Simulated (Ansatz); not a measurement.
Runs of Ansatz 0.2.0 on Sb. Symmetry: Pm-3m, No. 221, cubic system. Conventional cell: a = 3.160 Å, b = 3.160 Å, c = 3.160 Å, α = 90.00°, β = 90.00°, γ = 90.00°. Sb (site symmetry m-3m) has 6 Sb at 3.16 Å as nearest neighbours. This isn't the form of Sb at room conditions, which is rhombohedral.

```tsv
task	level	cell	k mesh	smearing	atoms under strain	gap on the mesh (eV)	pressure (GPa)	relaxed volume (Å³/atom)
elastic constants	LDA	as given	6 × 6 × 6	fermi-dirac 0.05 eV	relaxed	none	-4.9	-
relaxation of cell and atoms	PBEsol+D3(BJ)	relaxed	8 × 8 × 8	fermi-dirac 0.05 eV	-	none	0.0	27.73
single point	PBE	as given	8 × 8 × 8	gaussian 0.03 eV	-	none	-2.3	-
relaxation of cell and atoms	revPBE+D4	relaxed	8 × 8 × 8	fermi-dirac 0.05 eV	-	none	0.0	(a)
single point	PBE	as given	8 × 8 × 8	gaussian 0.029 eV	-	none	-2.3	-
phonons	LDA	as given	6 × 6 × 6	fermi-dirac 0.05 eV	-	none	-	-
relaxation of cell and atoms	revPBE+D3(BJ)	relaxed	8 × 8 × 8	fermi-dirac 0.05 eV	-	none	0.0	28.23
phonons	PBE	as given	6 × 6 × 6	fermi-dirac 0.05 eV	-	none	-	-
```

Alike in all rows: potentials or basis Ansatz PAW; no spin polarisation; cutoff (eV) 420.

Task: Fill in the values left out.

Result: (a) 28.52.

Caveats: the PAW data sets come from PBE, with cores solved anew for the run's functional, which leaves a small shift of forces and pressure (some runs); the plane-wave basis is chosen anew once the cell has moved, so the energies of steps on either side of that aren't comparable (some runs); pairwise dispersion overbinds metals, which lowers pressure and volume (some runs); the cell is more than 3 GPa from zero pressure, which shifts response properties (some runs); elastic constants of metals need much finer meshes, so these are rough (some runs); the volume moved by -12 % from the deposited cell, more than functionals usually miss (some runs); the volume moved by -11 % from the deposited cell, more than functionals usually miss (some runs).

A k mesh can miss the band edges, and the runs leave out spin-orbit coupling on Sb.

A gap of «none» marks a metal or a gap under the smearing width.
